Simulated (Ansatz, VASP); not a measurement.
Ta: VASP beside Ansatz

```
Ta
1.0
     2.90455    0.00000    0.00000
    -1.45227    2.51541    0.00000
     0.00000    0.00000    5.09622
Ta
2
Cartesian
  1.4523 0.8385 3.8222
  0.0000 1.6769 1.2741
```

Alike in both runs: task single point; functional LDA; k mesh 18 × 18 × 8; occupations gaussian, width 0.1 eV; no spin polarisation.

|  | VASP | Ansatz |
| --- | --- | --- |
| version | VASP 6.6.1 | Ansatz 0.2.0 |
| potentials or method | VASP PAW LDA potentials, release 64 (Ta_pv) | scalar-relativistic, plane waves, PAW |
| plane-wave cutoff (eV) | 520 | 420 |
| valence electrons in the cell | 22 | 26 |

Ansatz gave:

| Quantity | Value |
| --- | --- |
| gap on the k mesh at the Fermi level (eV) | none |
| pressure (GPa) | -10.1 |
| largest component of the traceless stress (GPa) | 2.57 |

**Question.** Which values does VASP return?

**Answer.** gap on the k mesh at the Fermi level (eV): none; pressure (GPa): -9.5; largest component of the traceless stress (GPa): 2.58.

A gap of «none» marks a metal or a gap that the smearing closes. The two sets of potentials don't hold the same shells in valence.

Spin-orbit coupling is left out, which matters for the levels of Ta.
